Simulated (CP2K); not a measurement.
# Al2Au (Fm-3m) in CP2K: a series of runs

One crystal, Al2Au, is run at these levels: PBEsol, LDA, r2SCAN; tasks: band structure.

Program: CP2K 2026.2. These are calculated values, not measurements. Logs are shortened: lines on timing, memory, paths and dates and some standing lists are left out, and cuts for length are marked.

**1. The crystal as given**

Symmetry: Fm-3m, No. 225, cubic system. Conventional cell: a = 6.000 Å, b = 6.000 Å, c = 6.000 Å, α = 90.00°, β = 90.00°, γ = 90.00°. Au (site symmetry m-3m) is surrounded by 8 Al at 2.60 Å. Al (site symmetry -43m) is surrounded by 4 Au at 2.60 Å.

**2. Band structure, PBEsol**

al2au_bands.inp

```
&GLOBAL
  PROJECT al2au_bands
  RUN_TYPE ENERGY_FORCE
  PRINT_LEVEL LOW
&END GLOBAL
&FORCE_EVAL
  METHOD QS
  STRESS_TENSOR ANALYTICAL
  &DFT
    BASIS_SET_FILE_NAME BASIS_MOLOPT_UZH
    POTENTIAL_FILE_NAME POTENTIAL_UZH
    &MGRID
      CUTOFF 500
      REL_CUTOFF 60
      NGRIDS 5
    &END MGRID
    &QS
      METHOD GPW
      EPS_DEFAULT 1.0E-10
    &END QS
    &KPOINTS
      SCHEME MONKHORST-PACK 8 8 8
      GAMMA_CENTERED T
      SYMMETRY T
      SYMMETRY_BACKEND SPGLIB
    &END KPOINTS
    &SCF
      SCF_GUESS ATOMIC
      EPS_SCF 1.0E-6
      MAX_SCF 100
      ADDED_MOS 15
      CHOLESKY OFF
      EPS_EIGVAL 1.0E-7
      &DIAGONALIZATION ON
        ALGORITHM STANDARD
      &END DIAGONALIZATION
      &MIXING ON
        METHOD BROYDEN_MIXING
        ALPHA 0.4
        BETA 1.5
        NBUFFER 8
      &END MIXING
      &SMEAR ON
        METHOD FERMI_DIRAC
        ELECTRONIC_TEMPERATURE 300.56
      &END SMEAR
    &END SCF
    &XC
      &XC_FUNCTIONAL
        &GGA_X_PBE_SOL
        &END GGA_X_PBE_SOL
        &GGA_C_PBE_SOL
        &END GGA_C_PBE_SOL
      &END XC_FUNCTIONAL
    &END XC
    &PRINT
      &KPOINTS ON
      &END KPOINTS
      &MULLIKEN ON
      &END MULLIKEN
      &MO ON
        ENERGIES T
        OCCUPATION_NUMBERS T
        &EACH
          QS_SCF 0
        &END EACH
        ADD_LAST NUMERIC
      &END MO
      &LOWDIN ON
      &END LOWDIN
      &HIRSHFELD ON
        SHAPE_FUNCTION DENSITY
      &END HIRSHFELD
      &BAND_STRUCTURE
        FILE_NAME bands.bs
        ADDED_MOS 6
        &KPOINT_SET
          UNITS B_VECTOR
          NPOINTS 10
          SPECIAL_POINT GAMMA 0.00000000 0.00000000 0.00000000
          SPECIAL_POINT X 0.50000000 0.00000000 0.50000000
          SPECIAL_POINT W 0.50000000 0.25000000 0.75000000
          SPECIAL_POINT K 0.37500000 0.37500000 0.75000000
          SPECIAL_POINT GAMMA 0.00000000 0.00000000 0.00000000
          SPECIAL_POINT L 0.50000000 0.50000000 0.50000000
          SPECIAL_POINT U 0.62500000 0.25000000 0.62500000
          SPECIAL_POINT W 0.50000000 0.25000000 0.75000000
          SPECIAL_POINT L 0.50000000 0.50000000 0.50000000
          SPECIAL_POINT K 0.37500000 0.37500000 0.75000000
        &END KPOINT_SET
        &KPOINT_SET
          UNITS B_VECTOR
          NPOINTS 10
          SPECIAL_POINT U 0.62500000 0.25000000 0.62500000
          SPECIAL_POINT X 0.50000000 0.00000000 0.50000000
        &END KPOINT_SET
      &END BAND_STRUCTURE
    &END PRINT
  &END DFT
  &SUBSYS
    &CELL
      A 4.2426406871 0.0000000000 0.0000000000
      B 2.1213203436 3.6742346142 0.0000000000
      C 2.1213203436 1.2247448714 3.4641016151
      PERIODIC XYZ
    &END CELL
    &COORD
      Au  0.0000000000 0.0000000000 0.0000000000
      Al  6.3639610307 3.6742346142 2.5980762113
      Al  2.1213203436 1.2247448714 0.8660254038
    &END COORD
    &KIND Au
      BASIS_SET TZVP-MOLOPT-PBE-GTH-q11
      POTENTIAL GTH-PBE-q11
    &END KIND
    &KIND Al
      BASIS_SET TZVP-MOLOPT-PBE-GTH-q3
      POTENTIAL GTH-PBE-q3
    &END KIND
    &PRINT
      &ATOMIC_COORDINATES ON
      &END ATOMIC_COORDINATES
      &CELL ON
      &END CELL
      &SYMMETRY ON
      &END SYMMETRY
    &END PRINT
  &END SUBSYS
  &PRINT
    &FORCES ON
    &END FORCES
    &STRESS_TENSOR ON
    &END STRESS_TENSOR
  &END PRINT
&END FORCE_EVAL
```

Potentials or basis: POTENTIAL_UZH Au GTH-PBE-q11, Al GTH-PBE-q3; TZVP-MOLOPT-PBE-GTH basis.

Launch:

```console
> OMP_NUM_THREADS=1 cp2k.psmp -i al2au_bands.inp -o al2au_bands.out
```

al2au_bands.out:

```text

 CP2K| version string:                                       CP2K version 2026.2
 CP2K| Input file name                                           al2au_bands.inp

 GLOBAL| Force Environment number                                              1
 GLOBAL| Basis set file name                                    BASIS_MOLOPT_UZH
 GLOBAL| Potential file name                                       POTENTIAL_UZH
 GLOBAL| MM Potential file name                                     MM_POTENTIAL
 GLOBAL| Coordinate file name                                      __STD_INPUT__
 GLOBAL| Method name                                                        CP2K
 GLOBAL| Project name                                                al2au_bands
 GLOBAL| Run type                                                   ENERGY_FORCE
 GLOBAL| FFT library                                                       FFTW3
[... 8 lines left out ...]
 GLOBAL| CPU model name                                                  UNKNOWN

 CELL| Volume [angstrom^3]:                                            54.000000
 CELL| Vector a [angstrom]:       4.243     0.000     0.000   |a| =     4.242641
 CELL| Vector b [angstrom]:       2.121     3.674     0.000   |b| =     4.242641
 CELL| Vector c [angstrom]:       2.121     1.225     3.464   |c| =     4.242641
 CELL| Angle (b,c), alpha [degree]:                                    60.000000
 CELL| Angle (a,c), beta  [degree]:                                    60.000000
 CELL| Angle (a,b), gamma [degree]:                                    60.000000
 CELL| Numerically orthorhombic:                                              NO
 CELL| Periodicity                                                           XYZ

 CELL_REF| Volume [angstrom^3]:                                        54.000000
 CELL_REF| Vector a [angstrom     4.243     0.000     0.000   |a| =     4.242641
 CELL_REF| Vector b [angstrom     2.121     3.674     0.000   |b| =     4.242641
 CELL_REF| Vector c [angstrom     2.121     1.225     3.464   |c| =     4.242641
 CELL_REF| Angle (b,c), alpha [degree]:                                60.000000
 CELL_REF| Angle (a,c), beta  [degree]:                                60.000000
 CELL_REF| Angle (a,b), gamma [degree]:                                60.000000
 CELL_REF| Numerically orthorhombic:                                          NO
 CELL_REF| Periodicity                                                       XYZ
[... 10 lines left out ...]

  Total number of            - Atomic kinds:                                   2
                             - Atoms:                                          3
                             - Shell sets:                                     3
                             - Shells:                                        24
                             - Primitive Cartesian functions:                 14
                             - Cartesian basis functions:                     76
                             - Spherical basis functions:                     68

  Maximum angular momentum of- Orbital basis functions:                        3
                             - Local part of the GTH pseudopotential:          0
                             - Non-local part of the GTH pseudopotential:      4

 MODULE QUICKSTEP: ATOMIC COORDINATES IN ANGSTROM

   Atom Kind Element         X             Y             Z       Z(eff)     Mass
      1    1 Au   79      0.000000      0.000000      0.000000  11.0000 196.9666
      2    2 Al   13      6.363961      3.674235      2.598076   3.0000  26.9815
      3    2 Al   13      2.121320      1.224745      0.866025   3.0000  26.9815

 Crystal Symmetry Information
       International Symbol:                                               Fm-3m
       Point Group Symbol:                                                  m-3m
       Schoenflies Symbol:                                                  Oh^5
       Number of Symmetry Operations:                                         48

 SCF PARAMETERS         Density guess:                                    ATOMIC
                        --------------------------------------------------------
                        max_scf:                                             100
                        max_scf_history:                                       0
                        max_diis:                                              4
[... 5 lines left out ...]
                        --------------------------------------------------------
                        level_shift [a.u.]:                             0.000000
                        added MOs                                        15    0
                        --------------------------------------------------------
                        Mixing method:                            BROYDEN_MIXING
                                                charge density mixing in g-space
[... 70 lines left out ...]
     6 Broy./Diag. 0.40E+00    4.9     0.00367757       -37.2709328571 -5.72E-02
     7 Broy./Diag. 0.40E+00    4.9     0.00177232       -37.2879179244 -1.70E-02
     8 Broy./Diag. 0.40E+00    4.9     0.00021581       -37.2797758730  8.14E-03
     9 Broy./Diag. 0.40E+00    4.9     0.00011105       -37.2786014815  1.17E-03
    10 Broy./Diag. 0.40E+00    4.9     0.00008372       -37.2789045394 -3.03E-04
    11 Broy./Diag. 0.40E+00    4.9     0.00003885       -37.2785875994  3.17E-04
    12 Broy./Diag. 0.40E+00    4.9     0.00002533       -37.2784703489  1.17E-04
    13 Broy./Diag. 0.40E+00    4.9     0.00000153       -37.2784698269  5.22E-07
    14 Broy./Diag. 0.40E+00    4.9     0.00000126       -37.2784671366  2.69E-06
    15 Broy./Diag. 0.40E+00    4.9     0.00000004       -37.2784669774  1.59E-07

  *** SCF run converged in    15 steps ***

  Electronic density on regular grids:        -16.9999999997        0.0000000003
  Core density on regular grids:               16.9999999968       -0.0000000032
  Total charge density on r-space grids:       -0.0000000029
  Total charge density g-space grids:          -0.0000000029

  Overlap energy of the core charge distribution:               0.00000000204057
  Self energy of the core charge distribution:                -69.07274389494106
  Core Hamiltonian energy:                                     20.31294840397770
  Hartree energy:                                              18.27769363705701
  Exchange-correlation energy:                                 -6.79626226388635
  Electronic entropic energy:                                  -0.00010286167534
  Fermi energy:                                                 0.27619319794774

  Total energy:                                               -37.27846697743737
  Total energy (extrapolated to T->0):                        -37.27841554659970

 MO| EIGENVALUES AND OCCUPATION NUMBERS FOR K POINT 1
 MO|
 MO|  Index      Eigenvalue [a.u.]        Eigenvalue [eV]             Occupation
 MO|      1              -0.055835              -1.519350               2.000000
 MO|      2               0.023594               0.642038               2.000000
 MO|      3               0.037585               1.022751               2.000000
 MO|      4               0.037585               1.022753               2.000000
 MO|      5               0.066991               1.822906               2.000000
 MO|      6               0.066991               1.822907               2.000000
[... 413 lines left out ...]
 MO|     23               0.947297              25.777271               0.000000
 MO|     24               1.022788              27.831465               0.000000
 MO| Sum:                                                              18.000000
 MO| E(Fermi):            0.276193 a.u.          7.515599 eV

 [... the levels of further k-points ...]

 !-----------------------------------------------------------------------------!
                     Mulliken Population Analysis

 #  Atom  Element  Kind  Atomic population                           Net charge
       1     Au       1         10.848397                              0.151603
       2     Al       2          3.075802                             -0.075802
       3     Al       2          3.075801                             -0.075801
 # Total charge                             17.000000                  0.000000

 !-----------------------------------------------------------------------------!

 !-----------------------------------------------------------------------------!
                           Hirshfeld Charges

  #Atom  Element  Kind  Ref Charge     Population                    Net charge
      1       Au     1      11.000         10.977                         0.023
      2       Al     2       3.000          3.012                        -0.012
      3       Al     2       3.000          3.012                        -0.012

  Total Charge                                                           -0.000
 !-----------------------------------------------------------------------------!

 LOWDIN POPULATION ANALYSIS

 #  Atom  Element  Kind  Atomic population                           Net charge
       1     Au       1         12.368754                             -1.368754
       2     Al       2          2.315623                              0.684377
       3     Al       2          2.315623                              0.684377
 # Total charge                             17.000000                  0.000000

 KPOINTS| Band Structure Calculation
 KPOINTS| Number of k-point sets                                               2
 KPOINTS| Number of added MOs/bands                                            6
 KPOINTS| Number of k-points in set    1                                      91
 KPOINTS| In units of b-vector [2pi/Bohr]
 KPOINTS| Special point     1       GAMMA     0.000000     0.000000     0.000000
 KPOINTS| Special point     2           X     0.500000     0.000000     0.500000
 KPOINTS| Special point     3           W     0.500000     0.250000     0.750000
 KPOINTS| Special point     4           K     0.375000     0.375000     0.750000
 KPOINTS| Special point     5       GAMMA     0.000000     0.000000     0.000000
 KPOINTS| Special point     6           L     0.500000     0.500000     0.500000
 KPOINTS| Special point     7           U     0.625000     0.250000     0.625000
 KPOINTS| Special point     8           W     0.500000     0.250000     0.750000
 KPOINTS| Special point     9           L     0.500000     0.500000     0.500000
 KPOINTS| Special point    10           K     0.375000     0.375000     0.750000
 KPOINTS| Number of k-points in set    2                                      11
 KPOINTS| In units of b-vector [2pi/Bohr]
 KPOINTS| Special point     1           U     0.625000     0.250000     0.625000
 KPOINTS| Special point     2           X     0.500000     0.000000     0.500000

 ENERGY| Total FORCE_EVAL ( QS ) energy [hartree]            -37.278466989994165

 FORCES| Atomic forces [hartree/bohr]
 FORCES|   Atom     x               y               z               |f|
 FORCES|      1 -2.49699851E-09  9.48015645E-09 -1.88102242E-08   2.12116219E-08
 FORCES|      2 -1.16184856E-09 -7.01021686E-08 -9.85665947E-08   1.20958826E-07
 FORCES|      3  3.65093804E-09  6.05467655E-08  1.17423356E-07   1.32164612E-07
 FORCES| Sum    -7.90902857E-12 -7.52466588E-11  4.65371370E-11
 FORCES| Total atomic force                                       8.88274592E-11

 STRESS| Analytical stress tensor [bar]
 STRESS|                        x                   y                   z
 STRESS|      x        2.87510503948E+04  -3.58512480639E-02   1.68345452288E-02
 STRESS|      y       -3.58512480639E-02   2.87515606493E+04  -1.92436449612E-01
 STRESS|      z        1.68345452288E-02  -1.92436449612E-01   2.87523352521E+04
 STRESS| 1/3 Trace                                             2.87516487654E+04
 STRESS| Determinant                                           2.37677605193E+13

 STRESS| Eigenvectors and eigenvalues of the analytical stress tensor [bar]
 STRESS|                        1                   2                   3
 STRESS| Eigenvalues   2.87510478788E+04   2.87515175377E+04   2.87523808797E+04
 STRESS|      x           0.997632827676     -0.066233825916      0.018488413874
 STRESS|      y           0.068709829699      0.970965995277     -0.229137503080
 STRESS|      z          -0.002774967689      0.229865430893      0.973218466345
```

Run time: 87 s. Hardware: 1 thread of Arm Neoverse V2, shared host; peak memory 0.41 GiB.

Results:

- Free energy: -1014.3987 eV
- Pressure: 2.9 GPa
- Band gap on the k mesh: none (metal or under the smearing width)
- Mulliken charges: Au +0.15; Al -0.08 e
- Hirshfeld charges: Au +0.02; Al -0.01 e

Levels at the corners of the path, in eV from the Fermi level:
```tsv
point	band 7	band 8	band 9	band 10	band 11	band 12
Γ	2.28	3.10	3.10	3.10	4.01	4.01
X	-5.10	-2.14	-2.14	1.30	2.08	8.42
W	-4.09	-4.09	-2.24	4.22	4.22	5.47
K	-4.69	-3.46	-1.39	1.86	4.52	6.23
Γ	2.28	3.10	3.10	3.10	4.01	4.01
L	-5.54	0.37	0.37	3.37	3.72	3.85
U	-4.69	-3.46	-1.39	1.86	4.52	6.23
W	-4.09	-4.09	-2.24	4.22	4.22	5.47
L	-5.54	0.37	0.37	3.37	3.72	3.85
K	-4.69	-3.46	-1.39	1.86	4.52	6.23
U	-4.69	-3.46	-1.39	1.86	4.52	6.23
X	-5.10	-2.14	-2.14	1.30	2.08	8.42
```

Caveat: Mulliken charges move with the basis; the potentials were made for another functional, which shifts forces and pressure; spin-orbit coupling is left out, which moves the levels of the heavy elements; the basis of atomic orbitals isn't converged, which shifts pressures, moduli and gaps.

[end of part 1 of 2]
